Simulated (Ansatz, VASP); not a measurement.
## SnO: VASP beside Ansatz

File INCAR:

```
SYSTEM = SnO
  PREC = Accurate
  ENCUT = 520
  EDIFF = 1E-7
  ISMEAR = -1
  SIGMA = 0.02
  LREAL = .FALSE.
  LASPH = .TRUE.
  NELM = 80
  ALGO = Normal
  ISIF = 2
  LWAVE = .FALSE.
  LCHARG = .FALSE.
  GGA = PE
  NBANDS = 17
```

Contents of KPOINTS:

```
regular mesh
0
G
  8 8 8
  0 0 0
```

Contents of POSCAR:

```
SnO
1.0
    0.0000000000      2.7082147176      2.5730748032
    2.7082147176      0.0000000000      2.5730748032
    2.7082147176      2.7082147176      0.0000000000
Sn O
1 1
Direct
    0.0000000000      0.0000000000      0.0000000000
    0.2500000000      0.2500000000      0.2500000000
```

Input for Ansatz:

```yaml
crystal:
  lattice:
    - [0.0, 2.7082147176, 2.5730748032]
    - [2.7082147176, 0.0, 2.5730748032]
    - [2.7082147176, 2.7082147176, 0.0]
  atoms:
    - { symbol: Sn, position: [0.0, 0.0, 0.0] }
    - { symbol: O, position: [0.25, 0.25, 0.25] }
kpoints:
  mp_grid: { grid: [8, 8, 8] }
  band_path:
    path:
      - [0.0, 0.0, 0.0]
      - [-0.5, -0.5, 0.0]
      - [-0.375, -0.375, 0.25]
      - [-0.375, 0.0, 0.375]
      - [0.0, 0.0, 0.5]
      - [-0.5, -0.25, 0.25]
      - [-0.5, -0.4, 0.1]
    npoints: 1
hamiltonian:
  xc: pbe
scf:
  occupations: { method: fermi_dirac, width: 0.02 }
  n_extra_bands: 4
output:
  forces: true
  stress: true
  eigenvalues: true
```

Change from the starting cell: uniaxial_z strain -5.0%.

Alike in both runs: task single point; functional PBE; k mesh 8 × 8 × 8; occupations fermi-dirac, width 0.02 eV; no spin polarisation.

```csv
,VASP,Ansatz
version,VASP 6.6.1,Ansatz 0.2.0
potentials or method,"VASP PAW PBE potentials, release 64 (Sn_d, O)","plane waves, PAW"
plane-wave cutoff (eV),520,420
valence electrons in the cell,20,20
```

```csv
,VASP,Ansatz,Ansatz less VASP
pressure (GPa),5.7,5.6,-0.07
largest component of the traceless stress (GPa),0.14,0.12,-0.014
```
